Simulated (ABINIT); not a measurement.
# Quasiparticle gap of AgBr (Fm-3m) in ABINIT, part 2 of 3

Aim: the G0W0 gap of AgBr (Fm-3m) on PBE with spin-orbit coupling, step by step.

ABINIT 10.8.3; PBE and many-body steps on it, plane waves. Known limits of the many-body steps: not at the basis limit; screening head approximate; d shell near the gap, gap tends to lie low; coarse k mesh.

So far. Step 2 (Ground state): The gap is indirect, with the least direct gap 1.84 eV higher.

The database entry behind the starting cell differs from later determinations by our own check (about 0.6 % short of the room-temperature cell), so it need not match the best structure at ambient conditions.

## 3. Bands along the symmetry lines

Level of this step: DFT, PBE with spin-orbit coupling, plane waves, norm-conserving pseudopotentials (ABINIT).

The cheap functional maps the bands first; the places of the edges decide which points the dearer methods must see.

run.abi reads:

```
acell 3*1.0 Angstrom
rprim 
  -0.000000000000 2.870150000000 2.870150000000
  2.870150000000 0.000000000000 2.870150000000
  2.870150000000 2.870150000000 0.000000000000
ntypat 2
znucl 47 35
natom 2
typat 1 2
xred 
  0.000000000000 0.000000000000 0.000000000000
  0.500000000000 0.500000000000 0.500000000000
pp_dirpath "pseudos"
pseudos "Ag.upf, Br.upf"
ecut 37
nspinor 2
iscf -2
irdden 1
kptopt 0
nkpt 26
kpt 
  0.00000000 0.00000000 0.00000000
  0.12500000 0.00000000 0.12500000
  0.25000000 0.00000000 0.25000000
  0.37500000 0.00000000 0.37500000
  0.50000000 0.00000000 0.50000000
  0.53125000 0.06250000 0.53125000
  0.56250000 0.12500000 0.56250000
  0.59375000 0.18750000 0.59375000
  0.62500000 0.25000000 0.62500000
  0.37500000 0.37500000 0.75000000
  0.28125000 0.28125000 0.56250000
  0.18750000 0.18750000 0.37500000
  0.09375000 0.09375000 0.18750000
  0.00000000 0.00000000 0.00000000
  0.12500000 0.12500000 0.12500000
  0.25000000 0.25000000 0.25000000
  0.37500000 0.37500000 0.37500000
  0.50000000 0.50000000 0.50000000
  0.50000000 0.43750000 0.56250000
  0.50000000 0.37500000 0.62500000
  0.50000000 0.31250000 0.68750000
  0.50000000 0.25000000 0.75000000
  0.50000000 0.18750000 0.68750000
  0.50000000 0.12500000 0.62500000
  0.50000000 0.06250000 0.56250000
  0.50000000 0.00000000 0.50000000
istwfk *1
nband 42
nbdbuf 6
tolwfr 1e-08
nstep 40
prtwf 0
prtvol 0
indata_prefix "in"
outdata_prefix "out"
tmpdata_prefix "tmp"
```

Command:

```sh
> OMP_NUM_THREADS=1 mpirun -n 4 abinit run.abi > log
```

Numbers of over 12 decimals in the logs are rounded to 6 here.

Output:

```text
.Version 10.8.3 of ABINIT. v10.8.2 released Aug 2026.

 Symmetries : space group Fm -3 m (#225); Bravais cF (face-center cubic)
[... echo of the input left out ...]
== DATASET  1 ==================================================================
-   mpi_nproc: 4, omp_nthreads: 1 (-1 if OMP is not activated)

--- !DatasetInfo
iteration_state: {dtset: 1, }
dimensions: {natom: 2, nkpt: 26, mband: 42, nsppol: 1, nspinor: 2, nspden: 1, mpw: 3479, }
cutoff_energies: {ecut:  37.0, pawecutdg:  -1.0, }
electrons: {nelect:   2.60000000E+01, charge:   0.00000000E+00, occopt:   1.00000000E+00, tsmear:   1.00000000E-02, }

 Real(R)+Recip(G) space primitive vectors, cartesian coordinates (Bohr,Bohr^-1):
 R(1)=  0.0000000  5.4237974  5.4237974  G(1)= -0.0921863  0.0921863  0.0921863
 R(2)=  5.4237974  0.0000000  5.4237974  G(2)=  0.0921863 -0.0921863  0.0921863
 R(3)=  5.4237974  5.4237974  0.0000000  G(3)=  0.0921863  0.0921863 -0.0921863
 Unit cell volume ucvol=  3.1910998E+02 bohr^3
 Angles (23,13,12)=  6.00000000E+01  6.00000000E+01  6.00000000E+01 degrees

 getcut: wavevector=  0.0000  0.0000  0.0000  ngfft=  45  45  45
         ecut(hartree)=     37.000   => boxcut(ratio)=   2.09492

--- Pseudopotential description ------------------------------------------------
- Ag Generated using ONCVPSP code by D. R. Hamann
- 47.00000  19.00000  180423                  znucl, zion, pspdat
12 -101130 2 -1 1538                          pspcod,pspxc,lmax,lloc,mmax
     nproj     2     4     3     0
     spin-orbit psp
        nprojso     4     3     0
  pspatm : epsatm=   27.57090862
         --- l  ekb(1:nproj) -->
             0   -0.417598    9.560282
             1    3.421747   -0.133403   -0.005404    0.000059
             2   -1.590543   -0.389496   -0.000033
  spin-orbit 1    0.378644   -0.145753    0.014436   -0.000735
  spin-orbit 2    0.045013    0.011481   -0.000579
 pspatm: atomic psp has been read  and splines computed

- Br Generated using ONCVPSP code by D. R. Hamann
- 35.00000   7.00000  180423                  znucl, zion, pspdat
12 -101130 2 -1 1110                          pspcod,pspxc,lmax,lloc,mmax
     nproj     2     3     3     0
     spin-orbit psp
        nprojso     4     4     0
  pspatm : epsatm=   11.65225461
         --- l  ekb(1:nproj) -->
             0    0.878030    8.455347
             1    5.296960    0.884184    0.010490
             2    2.601663    0.386433    0.000588
  spin-orbit 1    0.408712   -0.253934    0.061012   -0.000372
  spin-orbit 2    0.108928   -0.011508    0.005488   -0.000068
 pspatm: atomic psp has been read  and splines computed

--------------------------------------------------------------------------------

================================================================================
 prteigrs : about to open file out_EIG
 Non-SCF case, kpt    1 (  0.00000  0.00000  0.00000), residuals and eigenvalues=
[...]
5.61E-07  1.61E-05
[...]
Non-SCF case, kpt    3 (  0.25000  0.00000  0.25000), residuals and eigenvalues=
[...]
3.92E-04  9.95E-04
[...]
Non-SCF case, kpt   25 (  0.50000  0.06250  0.56250), residuals and eigenvalues=
[...]
Non-SCF case, kpt   26 (  0.50000  0.00000  0.50000), residuals and eigenvalues=
[...]
5.1344E-01  5.1344E-01  5.7814E-01  5.7814E-01  5.9432E-01  5.9432E-01
  7.2912E-01  7.2914E-01  7.2992E-01  7.2993E-01  7.4117E-01  7.4144E-01

--- !ResultsGS
iteration_state: {dtset: 1, }
comment   : Summary of ground state results
lattice_vectors:
- [ -0.0000000,   5.4237974,   5.4237974, ]
- [  5.4237974,   0.0000000,   5.4237974, ]
- [  5.4237974,   5.4237974,   0.0000000, ]
lattice_lengths: [   7.67041,    7.67041,    7.67041, ]
lattice_angles: [ 60.000,  60.000,  60.000, ] # degrees, (23, 13, 12)
lattice_volume:   3.1910998E+02
convergence: {deltae:  0.000E+00, res2:  0.000E+00, residm:  9.965E-09, diffor:  0.000E+00, }
etotal    :  -1.70761839E+02
entropy   :   0.00000000E+00
fermie    :   1.83463217E-01
cartesian_stress_tensor: null
pressure_GPa: null
xred      :
- [  0.0000E+00,   0.0000E+00,   0.0000E+00, Ag]
- [  5.0000E-01,   5.0000E-01,   5.0000E-01, Br]
cartesian_forces: null
force_length_stats: {min: null, max: null, mean: null, }

 Integrated electronic density in atomic spheres:
 ------------------------------------------------
 Atom  Sphere_radius  Integrated_density
    1        2.00000         16.39602431
    2        2.00000          4.20780313
================================================================================

 ----iterations are completed or convergence reached----

 Mean square residual over all n,k,spin=   44.560E-10; max=  99.647E-10
 reduced coordinates (array xred) for    2 atoms
       0.000000000000      0.000000000000      0.000000000000
       0.500000000000      0.500000000000      0.500000000000

 cartesian coordinates (angstrom) at end:
    1      0.000000     0.000000     0.000000
    2      2.870150     2.870150     2.870150
 length scales=  1.889726125908  1.889726125908  1.889726125908 bohr
              =  1.000000000000  1.000000000000  1.000000000000 angstroms
 prteigrs : about to open file out_EIG
 Eigenvalues (hartree) for nkpt=  26  k points:
 kpt#   1, nband= 42, wtk=  1.00000, kpt=  0.0000  0.0000  0.0000 (reduced coord)
[...]
kpt#   2, nband= 42, wtk=  1.00000, kpt=  0.1250  0.0000  0.1250 (reduced coord)
[...]
kpt#   3, nband= 42, wtk=  1.00000, kpt=  0.2500  0.0000  0.2500 (reduced coord)
[...]
kpt#  25, nband= 42, wtk=  1.00000, kpt=  0.5000  0.0625  0.5625 (reduced coord)
[...]
0.75103    0.75112
 kpt#  26, nband= 42, wtk=  1.00000, kpt=  0.5000  0.0000  0.5000 (reduced coord)
[...]
0.10332    0.10332    0.23920    0.23920    0.43979    0.43979    0.51344    0.51344
   0.57814    0.57814    0.59432    0.59432    0.72912    0.72914    0.72992    0.72993
   0.74117    0.74144

== END DATASET(S) ==============================================================
================================================================================

 -outvars: echo values of variables after computation  --------
            nband          42
             nkpt          26
          spgroup         225
 [... the other variables as echoed above ...]

 Calculation completed.
```

The job ended after 52 s (4 MPI ranks of Arm Neoverse V1, shared host; peak memory 0.43 GiB).

Numbers from this step:

```yaml
gap: 0.5878 eV
k_of_the_valence_top: 0.5, 0.5, 0.5
k_of_the_conduction_bottom: 0, 0, 0
least_direct_gap: 2.426 eV
```

The gap is 0.588 eV, as in the run before at this level.

The electronic bands at the labelled points (eV, zero at the top of the highest filled band):

| point | band 23 | band 24 | band 25 | band 26 | band 27 | band 28 | band 29 | band 30 |
| --- | --- | --- | --- | --- | --- | --- | --- | --- |
| Γ | -1.84 | -1.84 | -1.84 | -1.84 | 0.59 | 0.59 | 9.81 | 9.81 |
| halfway | -1.78 | -1.78 | -1.68 | -1.68 | 3.20 | 3.20 | 6.60 | 6.60 |
| X | -2.29 | -2.29 | -2.18 | -2.18 | 1.52 | 1.52 | 6.98 | 6.98 |
| halfway | -2.09 | -2.09 | -2.02 | -2.02 | 1.93 | 1.93 | 6.98 | 6.98 |
| U | -2.01 | -2.01 | -1.27 | -1.27 | 2.88 | 2.88 | 6.74 | 6.74 |
| jump to K | -2.01 | -2.01 | -1.27 | -1.27 | 2.88 | 2.88 | 6.74 | 6.74 |
| halfway | -1.84 | -1.84 | -0.28 | -0.28 | 3.70 | 3.70 | 6.38 | 6.38 |
| Γ | -1.84 | -1.84 | -1.84 | -1.84 | 0.59 | 0.59 | 9.81 | 9.81 |
| halfway | -0.92 | -0.92 | -0.76 | -0.76 | 2.79 | 2.79 | 7.06 | 7.06 |
| L | -0.14 | -0.14 | 0.00 | 0.00 | 3.64 | 3.64 | 6.51 | 6.51 |
| halfway | -1.26 | -1.26 | -0.68 | -0.68 | 4.41 | 4.41 | 5.16 | 5.16 |
| W | -2.18 | -2.18 | -1.58 | -1.58 | 3.70 | 3.70 | 7.04 | 7.04 |
| halfway | -2.25 | -2.25 | -1.81 | -1.81 | 2.37 | 2.37 | 7.07 | 7.07 |
| X | -2.29 | -2.29 | -2.18 | -2.18 | 1.52 | 1.52 | 6.98 | 6.98 |

## 4. Empty states on the mesh, 4×4×4 mesh, 228 bands

The sums over transitions need many empty states on a uniform mesh; this step solves for them.

run.abi reads:

```
acell 3*1.0 Angstrom
rprim 
  -0.000000000000 2.870150000000 2.870150000000
  2.870150000000 0.000000000000 2.870150000000
  2.870150000000 2.870150000000 0.000000000000
ntypat 2
znucl 47 35
natom 2
typat 1 2
xred 
  0.000000000000 0.000000000000 0.000000000000
  0.500000000000 0.500000000000 0.500000000000
pp_dirpath "pseudos"
pseudos "Ag.upf, Br.upf"
ecut 37
nspinor 2
ngkpt 4 4 4
nshiftk 1
shiftk 0 0 0
kptopt 1
chksymbreak 0
iscf -2
irdden 1
istwfk *1
nband 228
nbdbuf 20
tolwfr 1e-09
nstep 60
prtvol 0
indata_prefix "in"
outdata_prefix "out"
tmpdata_prefix "tmp"
```

Output:

```text
.Version 10.8.3 of ABINIT. v10.8.2 released Aug 2026.

 Symmetries : space group Fm -3 m (#225); Bravais cF (face-center cubic)
[... echo of the input left out ...]
== DATASET  1 ==================================================================
-   mpi_nproc: 4, omp_nthreads: 1 (-1 if OMP is not activated)

--- !DatasetInfo
iteration_state: {dtset: 1, }
dimensions: {natom: 2, nkpt: 8, mband: 228, nsppol: 1, nspinor: 2, nspden: 1, mpw: 3479, }
cutoff_energies: {ecut:  37.0, pawecutdg:  -1.0, }
electrons: {nelect:   2.60000000E+01, charge:   0.00000000E+00, occopt:   1.00000000E+00, tsmear:   1.00000000E-02, }

 Real(R)+Recip(G) space primitive vectors, cartesian coordinates (Bohr,Bohr^-1):
 R(1)=  0.0000000  5.4237974  5.4237974  G(1)= -0.0921863  0.0921863  0.0921863
 R(2)=  5.4237974  0.0000000  5.4237974  G(2)=  0.0921863 -0.0921863  0.0921863
 R(3)=  5.4237974  5.4237974  0.0000000  G(3)=  0.0921863  0.0921863 -0.0921863
 Unit cell volume ucvol=  3.1910998E+02 bohr^3
 Angles (23,13,12)=  6.00000000E+01  6.00000000E+01  6.00000000E+01 degrees

 getcut: wavevector=  0.0000  0.0000  0.0000  ngfft=  45  45  45
         ecut(hartree)=     37.000   => boxcut(ratio)=   2.09492

--- Pseudopotential description ------------------------------------------------
- Ag Generated using ONCVPSP code by D. R. Hamann
- 47.00000  19.00000  180423                  znucl, zion, pspdat
12 -101130 2 -1 1538                          pspcod,pspxc,lmax,lloc,mmax
     nproj     2     4     3     0
     spin-orbit psp
        nprojso     4     3     0
  pspatm : epsatm=   27.57090862
         --- l  ekb(1:nproj) -->
             0   -0.417598    9.560282
             1    3.421747   -0.133403   -0.005404    0.000059
             2   -1.590543   -0.389496   -0.000033
  spin-orbit 1    0.378644   -0.145753    0.014436   -0.000735
  spin-orbit 2    0.045013    0.011481   -0.000579
 pspatm: atomic psp has been read  and splines computed

- Br Generated using ONCVPSP code by D. R. Hamann
- 35.00000   7.00000  180423                  znucl, zion, pspdat
12 -101130 2 -1 1110                          pspcod,pspxc,lmax,lloc,mmax
     nproj     2     3     3     0
     spin-orbit psp
        nprojso     4     4     0
  pspatm : epsatm=   11.65225461
         --- l  ekb(1:nproj) -->
             0    0.878030    8.455347
             1    5.296960    0.884184    0.010490
             2    2.601663    0.386433    0.000588
  spin-orbit 1    0.408712   -0.253934    0.061012   -0.000372
  spin-orbit 2    0.108928   -0.011508    0.005488   -0.000068
 pspatm: atomic psp has been read  and splines computed

--------------------------------------------------------------------------------

================================================================================
 prteigrs : about to open file out_EIG
 Non-SCF case, kpt    1 (  0.00000  0.00000  0.00000), residuals and eigenvalues=
  1.85E-10  9.41E-10  2.34E-10  3.47E-10  2.40E-10  2.43E-10  1.75E-10  3.95E-10
  5.61E-10  7.67E-10  9.07E-11  1.70E-10  1.21E-10  1.57E-10  1.43E-10  1.87E-10
  1.09E-10  1.68E-10  1.50E-10  1.97E-10  3.66E-11  8.95E-10  3.26E-11  4.50E-10
[...]
5.78E-07  1.54E-05  3.26E-05  8.77E-04
 -3.1304E+00 -3.1304E+00 -1.9196E+00 -1.9196E+00 -1.7329E+00 -1.7329E+00
 -1.7329E+00 -1.7329E+00 -3.7384E-01 -3.7384E-01  6.5698E-02  6.5698E-02
  6.5698E-02  6.5698E-02  8.5167E-02  8.5167E-02  8.5211E-02  8.5211E-02
[...]
3.2685E+00  3.2685E+00  3.2685E+00  3.2685E+00  3.2685E+00  3.2685E+00
  3.3114E+00  3.3118E+00  3.3151E+00  3.3152E+00  3.3153E+00  3.3190E+00
 prteigrs : prtvol=0 or 1, do not print more k-points.

--- !ResultsGS
iteration_state: {dtset: 1, }
comment   : Summary of ground state results
lattice_vectors:
- [ -0.0000000,   5.4237974,   5.4237974, ]
- [  5.4237974,   0.0000000,   5.4237974, ]
- [  5.4237974,   5.4237974,   0.0000000, ]
lattice_lengths: [   7.67041,    7.67041,    7.67041, ]
lattice_angles: [ 60.000,  60.000,  60.000, ] # degrees, (23, 13, 12)
lattice_volume:   3.1910998E+02
convergence: {deltae:  0.000E+00, res2:  0.000E+00, residm:  9.985E-10, diffor:  0.000E+00, }
etotal    :  -1.70761839E+02
entropy   :   0.00000000E+00
fermie    :   1.83463217E-01
cartesian_stress_tensor: null
pressure_GPa: null
xred      :
- [  0.0000E+00,   0.0000E+00,   0.0000E+00, Ag]
- [  5.0000E-01,   5.0000E-01,   5.0000E-01, Br]
cartesian_forces: null
force_length_stats: {min: null, max: null, mean: null, }

 Integrated electronic density in atomic spheres:
 ------------------------------------------------
 Atom  Sphere_radius  Integrated_density
    1        2.00000         16.39602431
    2        2.00000          4.20780313
================================================================================

 ----iterations are completed or convergence reached----

 Mean square residual over all n,k,spin=   36.668E-11; max=  99.854E-11
 reduced coordinates (array xred) for    2 atoms
       0.000000000000      0.000000000000      0.000000000000
       0.500000000000      0.500000000000      0.500000000000

 cartesian coordinates (angstrom) at end:
    1      0.000000     0.000000     0.000000
    2      2.870150     2.870150     2.870150
 length scales=  1.889726125908  1.889726125908  1.889726125908 bohr
              =  1.000000000000  1.000000000000  1.000000000000 angstroms
 prteigrs : about to open file out_EIG
 Eigenvalues (hartree) for nkpt=   8  k points:
 kpt#   1, nband=228, wtk=  0.01563, kpt=  0.0000  0.0000  0.0000 (reduced coord)
[...]
3.18098    3.18098    3.18098    3.18098    3.20614    3.20614    3.20614    3.20614
   3.26849    3.26849    3.26849    3.26849    3.26850    3.26851    3.31136    3.31179
   3.31512    3.31515    3.31529    3.31905
 prteigrs : prtvol=0 or 1, do not print more k-points.

== END DATASET(S) ==============================================================
================================================================================

 -outvars: echo values of variables after computation  --------
            nband         228
             nkpt           8
          spgroup         225
 [... the other variables as echoed above ...]

 Calculation completed.
```

The job ended after 3.2 min (4 MPI ranks; peak memory 0.59 GiB).

This step gave:

```
gap                                                           : 0.5878 eV
k of the valence top                                          : 0.5, 0, 0
k of the conduction bottom                                    : 0, 0, 0
least direct gap                                              : 2.426 eV
k points computed                                             : 8
lowest point of the top converged band, above the valence top : 80.6965 eV
```

On this mesh the gap is 0.588 eV.

## 5. Screening, 4×4×4 mesh, 208 bands, screening to 149.7 eV

The RPA dielectric matrix is built and inverted for each q.

This step: RPA screening on PBE with spin-orbit coupling, plane waves, norm-conserving pseudopotentials.

run.abi: that of step 4 with these lines changed.

```diff
@@ -21,10 +21,11 @@
 chksymbreak 0
-iscf -2
-irdden 1
 istwfk *1
-nband 228
-nbdbuf 20
-tolwfr 1e-09
-nstep 60
-prtvol 0
+occopt 1
+irdwfk 1
+optdriver 3
+nband 208
+ecuteps 5.5
+inclvkb 0
+awtr 1
+symchi 1
 indata_prefix "in"
```

Output:

```text
.Version 10.8.3 of ABINIT. v10.8.2 released Aug 2026.

 Symmetries : space group Fm -3 m (#225); Bravais cF (face-center cubic)
[... echo of the input left out ...]
== DATASET  1 ==================================================================
-   mpi_nproc: 4, omp_nthreads: 1 (-1 if OMP is not activated)

--- !DatasetInfo
iteration_state: {dtset: 1, }
dimensions: {natom: 2, nkpt: 8, mband: 208, nsppol: 1, nspinor: 2, nspden: 1, mpw: 3479, }
cutoff_energies: {ecut:  37.0, pawecutdg:  -1.0, }
electrons: {nelect:   2.60000000E+01, charge:   0.00000000E+00, occopt:   1.00000000E+00, tsmear:   1.00000000E-02, }

 SCREENING: Calculation of the susceptibility and dielectric matrices

 Based on a program developped by R.W. Godby, V. Olevano, G. Onida, and L. Reining.
 Incorporated in ABINIT by V. Olevano, G.-M. Rignanese, and M. Torrent.
.Using double precision arithmetic ; gwpc =  8

[... cell and pseudopotentials left out ...]
--------------------------------------------------------------------------------

 ==== K-mesh for the wavefunctions ====
 Number of points in the irreducible wedge :     8
[... list of points left out ...]
 Together with 48 symmetry operations and time-reversal symmetry
 yields    64 points in the full Brillouin Zone.

 ==== Q-mesh for the screening function ====
 Number of points in the irreducible wedge :     8
[... list of points left out ...]
 Together with 48 symmetry operations and time-reversal symmetry
 yields    64 points in the full Brillouin Zone.

 setmesh: FFT mesh size selected  =    30x   30x   30
          total number of points  =        27000

 vcoul_init : cutoff-mode = AUXILIARY_FUNCTION
 q-points for optical limit:   1
     1)      0.000010    0.000020    0.000030

- screening: taking advantage of time-reversal symmetry
- Maximum band index for partially occupied states nbvw = 26
- Remaining bands to be divided among processors   nbcw = 182
- Number of bands treated by each node ~45

 Number of electrons calculated from density =   26.0000; Expected =   26.0000
 average of density, n =  0.081477
 r_s =    1.4310
 omega_plasma =   27.5342 [eV]

 calculating chi0 at frequencies [eV] :
  1    0.000000E+00    0.000000E+00
  2    0.000000E+00    2.753418E+01

--------------------------------------------------------------------------------
  q-point number  1        q = ( 0.000000, 0.000000, 0.000000) [r.l.u.]
--------------------------------------------------------------------------------
[... chi0 elements left out ...]
 For q-point:  0.000010 0.000020 0.000030
  dielectric constant =   6.8618
  dielectric constant without local fields =   7.4001

  Average fulfillment of the sum rule on Im[epsilon] for q-point    1 :     67.35  [%]
[... wings left out ...]
  q-point number  2        q = ( 0.250000, 0.000000, 0.000000) [r.l.u.]
--------------------------------------------------------------------------------
[... chi0 elements left out ...]
  Average fulfillment of the sum rule on Im[epsilon] for q-point    2 :     80.67  [%]

 [... 6 further q-points ...]
```

The job ended after 4.1 min (4 MPI ranks; peak memory 2.5 GiB).

Numbers from this step:

```
ε∞ with local fields, on this mesh, along the program's q direction : 6.862
the same without local fields                                       : 7.400
plasma frequency                                                    : 27.53 eV
plane waves in the screening matrix                                 : 181
```

Local fields lower ε∞ by 7 %. On a Γ-centred mesh this coarse the value itself is usually too large, while a short band sum pulls it down.

[end of part 2 of 3]

[Paths, hosts, dates, memory and timing lines, banners, echoed tables and standing remarks are left out of the program output.]

[Logs are printed without paths, hosts, clocks, repeated set-up lines and the standing remarks that a program may print on its own settings, such as how far it seeks lower states.]

[Runs of the session that timed out or met a known fault of the program may be left out.]

[Hosts, paths, dates, database ids (printed as entryN), source tags and the programs' standing remarks are cut or masked in the printed files.]

[G0W0 gaps are taken among the corrected bands and points alone; a level outside them can change the order at an edge.]

[Where Ansatz stands beside ABINIT at settings called matched, ABINIT's density can come from a denser mesh and the files from another edition; pairs whose starting gaps differed by over 0.03 eV were left out, so agreement reads better than it is.]
